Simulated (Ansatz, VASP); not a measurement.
# SnH5 in VASP and in Ansatz

```
Sn H
1.0
     3.17230    0.00000    0.00000
     0.00000    3.17230    0.00000
     0.00000    0.00000    5.51751
Sn H
1 5
Direct
  0.50000 0.50000 0.00000
  0.50000 0.50000 0.42995
  0.50000 0.50000 0.57005
  0.00000 0.00000 0.32395
  0.00000 0.00000 0.67605
  0.00000 0.00000 0.50000
```

Change from the starting cell: species swapped into the Hf5Pb type (P4/mmm, No. 123).

Alike in both runs: functional PBE; k mesh 6 × 6 × 4; occupations gaussian, width 0.1 eV; no spin polarisation.

Ansatz relaxed the structure, and its values are those at the end. VASP's run is a single point on that final structure, the one shown.

|  | VASP | Ansatz |
| --- | --- | --- |
| version | VASP 6.6.1 | Ansatz 0.2.0 |
| potentials or method | VASP PAW PBE potentials, release 64 (Sn_d, H) | scalar-relativistic, plane waves, PAW |
| plane-wave cutoff (eV) | 520 | 420 |
| valence electrons in the cell | 19 | 19 |

|  | VASP | Ansatz | Ansatz less VASP |
| --- | --- | --- | --- |
| gap on the k mesh at the Fermi level (eV) | none | none | - |
| pressure (GPa) | -0.2 | 0.0 | +0.19 |
| rms of the force components (eV/Å) | 0.004 | 0.003 | -0.0009 |

A gap of «none» marks a metal or a gap that the smearing closes.
